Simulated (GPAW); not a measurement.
# FeO (R-3m) in GPAW: further runs, part 2 of 2

GPAW 26.7.0.

### Step 3. Single point, r2SCAN+U, collinear spin, ferromagnetic start

Contents of run.py:

```python
from ase.dft.bandgap import bandgap
from ase.io import read, write
from ase.units import GPa
from gpaw import GPAW, PW

atoms = read('FeO.xyz')
atoms.set_initial_magnetic_moments([3.0, 0.0])

calc = GPAW(mode=PW(800),
            xc='MGGA_X_R2SCAN+MGGA_C_R2SCAN',
            kpts={'size': (8, 8, 8), 'gamma': True},
            occupations={'name': 'methfessel-paxton', 'order': 0, 'width': 0.05},
            setups={'Fe': ':d,2.0'},
            nbands=17,
            convergence={'density': 1e-05, 'energy': 1e-05},
            maxiter=150,
            txt='gpaw.txt')
atoms.calc = calc
energy = atoms.get_potential_energy()
forces = atoms.get_forces()
stress = atoms.get_stress()
calc.write('gs.gpw')
write('result.traj', atoms)
print(f'Energy: {energy:.6f} eV')
print('Forces (eV/A):')
print(forces.round(4))
print('Stress (GPa):', (stress / GPa).round(3))
print('Moments:', calc.get_magnetic_moments().round(3))
print('Fermi level:', round(calc.get_fermi_level(), 4), 'eV')
print(f'Gap: {bandgap(calc)[0]:.4f} eV, direct: {bandgap(calc, direct=True)[0]:.4f} eV')
```

Contents of FeO.xyz:

```xyz
2
Lattice="1.5176821112 0.8762341755 2.5157945800 -1.5176821112 0.8762341755 2.5157945800 0.0000000000 -1.7524683509 2.5157945800" Properties=species:S:1:pos:R:3 pbc="T T T"
Fe     0.0000000000      0.0000000000      0.0000000000
O      0.0000000000      0.0000000001      3.7736918700
```

Potentials or basis: GPAW PAW data sets (gpaw-data 1.2.1), pw.

Launch:

```bash
> OMP_NUM_THREADS=1 python run.py
```

gpaw.txt:

```text
__  _  _
 | _ |_)|_||  |
 |__||  | ||/\| - 26.7.0

Input parameters:
  mode=PW(ecut=800.0),
  convergence={'density': 1e-05, 'energy': 1e-05},
  kpts=MonkhorstPack(size=(8, 8, 8), gamma=True),
  maxiter=150,
  nbands=17,
  occupations=Occupations(name='methfessel-paxton', order=0, width=0.05),
  setups={'Fe': ':d,2.0'},
  xc=XC(name='MGGA_X_R2SCAN+MGGA_C_R2SCAN')

Diagonalizing LCAO Hamiltonian
Converting LCAO to pw mode

       O

       Fe

Atoms  # Å, Bohr magnetons
|   | symbol |        x |        y |        z |    initial magnetic moments |
|---|--------|----------|----------|----------|-----------------------------|
| 0 |     Fe | 0.000000 | 0.000000 | 0.000000 | ( 0.0000,  0.0000,  3.0000) |
| 1 |      O | 0.000000 | 0.000000 | 3.773692 | ( 0.0000,  0.0000,  0.0000) |

Unit cell  # Å
| periodic |         x |         y |        z |  lengths |    angles |
|----------|-----------|-----------|----------|----------|-----------|
|      yes |  1.517682 |  0.876234 | 2.515795 | 3.066002 | 59.339981 |
|      yes | -1.517682 |  0.876234 | 2.515795 | 3.066002 | 59.339981 |
|      yes |  0.000000 | -1.752468 | 2.515795 | 3.066002 | 59.339981 |

Number of symmetries: 12
Symmetry operations  # r_c * U_cc + t_c -> r_c
|    | kind |            matrix            |
|----|------|------------------------------|
|  0 |  E   |  1, 0, 0,  0, 1, 0,  0, 0, 1 |
|  1 |  σ   |  1, 0, 0,  0, 0, 1,  0, 1, 0 |
|  2 |  σ   |  0, 1, 0,  1, 0, 0,  0, 0, 1 |
|  3 |  C3  |  0, 1, 0,  0, 0, 1,  1, 0, 0 |
|  4 |  C3  |  0, 0, 1,  1, 0, 0,  0, 1, 0 |
|  5 |  σ   |  0, 0, 1,  0, 1, 0,  1, 0, 0 |
|  6 |  C2  |  0, 0,-1,  0,-1, 0, -1, 0, 0 |
|  7 |  S6  |  0, 0,-1, -1, 0, 0,  0,-1, 0 |
|  8 |  S6  |  0,-1, 0,  0, 0,-1, -1, 0, 0 |
|  9 |  C2  |  0,-1, 0, -1, 0, 0,  0, 0,-1 |
| 10 |  C2  | -1, 0, 0,  0, 0,-1,  0,-1, 0 |
| 11 |  i   | -1, 0, 0,  0,-1, 0,  0, 0,-1 |

BZ-sampling:
  Number of BZ points: 512
  Number of IBZ points: 65

  Monkhorst-Pack size: [8, 8, 8]
  Monkhorst-Pack shift: [0.0625, 0.0625, 0.0625]

K-points  # in reciprocal-cell coordinates
|     |                                coordinates |     weight |
|-----|--------------------------------------------|------------|
|   0 | (  0.00000000,   0.00000000,   0.00000000) | 0.00195312 |
|   1 | (  0.12500000,   0.00000000,  -0.12500000) | 0.01171875 |
|   2 | (  0.12500000,   0.00000000,   0.00000000) | 0.01171875 |
|   3 | (  0.12500000,   0.12500000,  -0.12500000) | 0.01171875 |
|   4 | (  0.12500000,   0.12500000,   0.00000000) | 0.01171875 |
|   5 | (  0.12500000,   0.12500000,   0.12500000) | 0.00390625 |
|   6 | (  0.25000000,  -0.12500000,  -0.12500000) | 0.01171875 |
|   7 | (  0.25000000,   0.00000000,  -0.25000000) | 0.01171875 |
|   8 | (  0.25000000,   0.00000000,  -0.12500000) | 0.02343750 |
|   9 | (  0.25000000,   0.00000000,   0.00000000) | 0.01171875 |
| ... |                                            |            |
|  64 | (  0.50000000,   0.50000000,   0.50000000) | 0.00195312 |

Plane wave coefficients: 1044
Cutoff: 800.0 eV

Spin-components: 2 (collinear spins)
Bands:           17
Projectors:      11
Spin-degeneracy: 1
Datatype:        complex128

Parallelization:
  kpt:    1
  domain: 1
  band:   1

Density:
  Valence electrons: 14.0
  Components: 2
  Grid points: [20 20 20]
  Charge: 0.0  # |e|

Potential:
  Grid points: [20 20 20]

species:
  Fe:
    name:    Iron
    Z:       26.0
    valence: 8
    core:    18
    charge:  0.0  # [|e|]
    Hubbard: {U: 2.0,  # eV
              l: 2,
              scale: True}
    compensation charges:
      type: gauss
      rc: 0.33  # [Å]
      lmax: 2
    cutoffs:
      filter: 2.06  # [Å]
      core: 2.67  # [Å]
    projectors
    | kind |    occ | energy [eV] | rcut [Å] |
    |------|--------|-------------|----------|
    |   4s |  2.000 |      -5.291 |    1.164 |
    |   4p |  0.000 |      -1.326 |    1.058 |
    |   3d |  6.000 |      -7.505 |    1.058 |
    |    s |        |      21.920 |    1.164 |
    |    p |        |      25.885 |    1.058 |
    |    d |        |      19.706 |    1.058 |

    Using partial waves for Fe as LCAO basis

  O:
    name:    Oxygen
    Z:       8.0
    valence: 6
    core:    2
    charge:  0.0  # [|e|]
    compensation charges:
      type: gauss
      rc: 0.21  # [Å]
      lmax: 2
    cutoffs:
      filter: 1.17  # [Å]
      core: 0.83  # [Å]
    projectors
    | kind |    occ | energy [eV] | rcut [Å] |
    |------|--------|-------------|----------|
    |   2s |  2.000 |     -23.961 |    0.688 |
    |   2p |  4.000 |      -9.029 |    0.598 |
    |    s |        |       3.251 |    0.688 |
    |    p |        |      18.182 |    0.598 |
    |    d |        |       0.000 |    0.619 |

    Using partial waves for O as LCAO basis

Reference energy: -36660.306901  # eV

eigensolver:
  PPCG
  Converge bands: occupied
  niter=2

density mixing:
  MSR1-Mixer
  Pratt-step length: 0.05
  Maximum mixing coefficient: 0.75
  Old densities: 10
  SVD Regularization: 0.005
  Good broyden scale: 1.0
  Trust region scale: 1.0
  Backstep threshold: 4.0
  History deletion threshold: 6.0
  Fourier metric: weight=20.0, sigma=0.015

occupation numbers:
  Methfessel-Paxton:
    width: 0.0500  # eV
    order: 0

poisson solver:
  ecut: 6400.0  # eV

xc functional:
  name: MGGA_X_R2SCAN+MGGA_C_R2SCAN with 2 nearest neighbor stencil

convergence criteria:
- Maximum integral of absolute [dens]ity change: 1e-05 electrons / valence electron
- Maximum [total energy] change in last 3 cyles: 1e-05 eV / valence electron
- Maximum integral of absolute [eigenst]ate change: 4e-08 eV^2 / valence electron
maximum number of iterations: 150

SCF iterations
|iter     | |      energy | eigst |  dens |  magmom |
|---------|-|-------------|-------|-------|---------|
|iter:   1| |  -24.821987 | +0.04 |       |  +3.0024|
|iter:   2| |  -22.159802 | -1.12 | -0.71 |  +3.0552|
|iter:   3| |  -22.865338 | -1.04 | -0.72 |  +3.5324|
|iter:   4| |  -22.390281 | -1.57 | -0.97 |  +3.7206|
|iter:   5| |  -22.397694 | -2.32 | -1.35 |  +3.8781|
|iter:   6| |  -22.403550 | -2.73 | -1.74 |  +3.9959|
|iter:   7| |  -22.403857 | -4.51 | -2.39 |  +3.9998|
|iter:   8| |  -22.404411 | -4.67 | -2.71 |  +4.0046|
|iter:   9| |  -22.404937 | -5.24 | -2.78 |  +4.0039|
|iter:  10| |  -22.425339 | -3.39 | -2.70 |  +4.0022|
|iter:  11| |  -22.405651 | -3.51 | -2.28 |  +4.0019|
|iter:  12| |  -22.403929 | -4.13 | -2.54 |  +4.0030|
|iter:  13| |  -22.403966 | -5.06 | -3.03 |  +4.0036|
|iter:  14| |  -22.403998c| -5.91 | -3.31 |  +4.0036|
|iter:  15| |  -22.403999c| -5.83 | -3.53 |  +4.0040|
|iter:  16| |  -22.404070c| -6.59 | -3.70 |  +4.0039|
|iter:  17| |  -22.404061c| -7.96c| -4.58 |  +4.0039|
|iter:  18| |  -22.404070c| -7.98c| -4.98 |  +4.0039|
|iter:  19| |  -22.404063c| -7.59c| -4.66 |  +4.0039|
|iter:  20| |  -22.404064c| -8.77c| -5.93c|  +4.0039|

Converged in 20 steps
Energy contributions relative to reference atoms: (reference = -36660.306901)

Energy contributions:
  Kinetic:          34.025232
  Coulomb:         -29.216640
  Zero:              0.153208
  External:          0.000000
  Xc:              -27.365194
  Entropy:          -0.001340
  Spinorbit:         0.000000
  ----------------------------
  Free energy:     -22.404733
  Extrapolated:    -22.404064

dipole moment: (0.000000, 0.000000, -18.026458)  # |e|*Ang

Total magnetic moment: (0.000000, 0.000000, 4.003907)

Local magnetic moments
|        x |        y |        z |
|----------|----------|----------|
| 0.000000 | 0.000000 | 3.696330 |  # Fe   0
| 0.000000 | 0.000000 | 0.192249 |  # O    1

Fermi level: 10.059
Eigenvalues  # (at kpt = [0.000, 0.000, 0.000])
| band index |      eig [eV] | occ [0-1] |      eig [eV] | occ [0-1] |
|------------|---------------|-----------|---------------|-----------|
|          0 |       -12.680 |     1.000 |       -12.247 |     1.000 |
|          1 |         3.636 |     1.000 |         5.595 |     1.000 |
|          2 |         3.641 |     1.000 |         5.695 |     1.000 |
|          3 |         3.641 |     1.000 |         5.695 |     1.000 |
|          4 |         3.688 |     1.000 |         9.194 |     1.000 |
|          5 |         3.688 |     1.000 |         9.293 |     1.000 |
[... 9 lines left out ...]
|         15 |        30.368 |     0.000 |        32.492 |     0.000 |
|         16 |        30.369 |     0.000 |        32.493 |     0.000 |

No gap
No difference between direct/indirect transitions

Forces  # eV/Ang
|       x |        y |        z |
|---------|----------|----------|
| 0.00000 |  0.00000 | -0.00000 |  # Fe   0
| 0.00000 | -0.00000 |  0.00000 |  # O    1

Stress tensor  # eV/Ang^3
|        x |         y |         z |
|----------|-----------|-----------|
| 0.025726 |  0.000000 |  0.000000 |
| 0.000000 |  0.025726 | -0.000000 |
| 0.000000 | -0.000000 |  0.033206 |

# Writing to gs.gpw (mode='')
```

Run time: 6 min. Hardware: 1 thread of Intel Xeon at 2.50GHz (Skylake/Cascade Lake), shared host; peak memory 0.28 GiB.

What came out:

| Property | Result |
| --- | --- |
| Free energy | -22.4047 eV |
| Pressure | -4.5 GPa |
| Band gap on the k mesh | none (metal or under the smearing width) |
| Net moment | 4.00 μB per cell |
| Site moments | Fe +3.70; O +0.19 μB |

Stress tensor (GPa, compression positive):
```
-4.12  0.00  0.00
 0.00 -4.12  0.00
 0.00  0.00 -5.32
```

Caveat: the PAW data sets were made with another functional, which shifts forces and pressure a little; a cell with one magnetic atom can't hold antiferromagnetic order, which such compounds often take. The state reached can hang on the start; a lower one may exist.

### Step 4. Single point, PBE+U, collinear spin, random start

Edit run.py of step 3 so:

```diff
@@ -5,10 +5,10 @@
 
-atoms = read('FeO.xyz')
-atoms.set_initial_magnetic_moments([3.0, 0.0])
+atoms = read('POSCAR')
+atoms.set_initial_magnetic_moments([1.56, 0.0])
 
 calc = GPAW(mode=PW(800),
-            xc='MGGA_X_R2SCAN+MGGA_C_R2SCAN',
+            xc='PBE',
             kpts={'size': (8, 8, 8), 'gamma': True},
             occupations={'name': 'methfessel-paxton', 'order': 0, 'width': 0.05},
-            setups={'Fe': ':d,2.0'},
+            setups={'Fe': ':d,5.0'},
             nbands=17,
```

Contents of POSCAR:

```
FeO
1.0
    1.5176821112      0.8762341755      2.5157945800
   -1.5176821112      0.8762341755      2.5157945800
    0.0000000000     -1.7524683509      2.5157945800
Fe O
1 1
Direct
    0.0000000000      0.0000000000      0.0000000000
    0.5000000000      0.5000000000      0.5000000000
```

Launch:

```bash
> OMP_NUM_THREADS=1 python run.py
```

Run time: 1.9 min. Hardware: 1 thread of Intel Xeon at 2.50GHz (Skylake/Cascade Lake), shared host; peak memory 0.19 GiB.

It converged, with:

- Free energy: -14.3042 eV
- Pressure: 2.1 GPa
- Band gap on the k mesh: none (metal or under the smearing width)
- Net moment: 4.00 μB per cell
- Site moments: Fe +3.76; O +0.16 μB

Stress tensor (GPa, compression positive):
```
2.43 0.00 0.00
0.00 2.43 0.00
0.00 0.00 1.50
```

Levels at points of the mesh, in eV from the Fermi level:
Spin up:
| k point | band 5 | band 6 | band 7 | band 8 | band 9 | band 10 | band 11 | band 12 | band 13 |
| --- | --- | --- | --- | --- | --- | --- | --- | --- | --- |
| (0.00, 0.00, 0.00) | -7.57 | -7.57 | -4.68 | -4.58 | -4.58 | -0.91 | 14.43 | 15.03 | 15.43 |
| (0.50, 0.00, 0.00) | -6.97 | -6.92 | -5.68 | -2.60 | -2.58 | 3.04 | 7.51 | 11.25 | 11.45 |
| (0.50, 0.50, 0.00) | -6.75 | -6.70 | -6.70 | -5.87 | -5.76 | 4.12 | 7.84 | 8.99 | 13.55 |
| (0.50, 0.50, 0.50) | -6.97 | -6.97 | -5.75 | -2.59 | -2.59 | 3.15 | 7.29 | 11.62 | 11.62 |
Spin down:
```
           k point  band 2  band 3  band 4  band 5  band 6  band 7  band 8  band 9
(0.00, 0.00, 0.00)   -4.33   -4.23   -4.23   -0.86   -0.73   -0.73   -0.32    1.42
(0.50, 0.00, 0.00)   -9.02   -5.82   -5.72    0.47    0.57    0.61    3.23    3.81
(0.50, 0.50, 0.00)   -8.02   -5.53   -5.42   -2.40    0.91    0.92    2.09    2.34
(0.50, 0.50, 0.50)   -9.08   -5.69   -5.69    0.51    0.51    0.54    3.36    3.78
```

Caveat: a cell with one magnetic atom can't hold antiferromagnetic order, which such compounds often take. The state reached can hang on the start; a lower one may exist.

### Step 5. Overview

| level | spin | U | fixed moment (μB) | gap on the mesh (eV) | pressure (GPa) | moment (μB) |
| --- | --- | --- | --- | --- | --- | --- |
| PBE+U | collinear, ferromagnetic start | Fe d U = 5 eV | 4.0 | - | 2.0 | 4.00 |
| r2SCAN+U | collinear, ferromagnetic start | Fe d U = 2 eV | - | none | -4.5 | 4.00 |
| PBE+U | collinear, random start | Fe d U = 5 eV | - | none | 2.1 | 4.00 |

Alike in all rows: task single point; potentials or basis GPAW PAW data sets (gpaw-data 1.2.1), pw; cell as given; k mesh 8 × 8 × 8; cutoff (eV) 800; smearing gaussian 0.05 eV.

The pressure there spans -4.5 GPa (r2SCAN+U) to 2.1 GPa (PBE+U); a positive pressure means that this level wants a larger cell, a negative one a smaller.

Caveats: a cell with one magnetic atom can't hold antiferromagnetic order, which such compounds often take; the total moment is fixed, so each spin has its own Fermi level (some runs); the PAW data sets were made with another functional, which shifts forces and pressure a little (some runs).

Absolute energies hang on the potentials; compare differences alone.
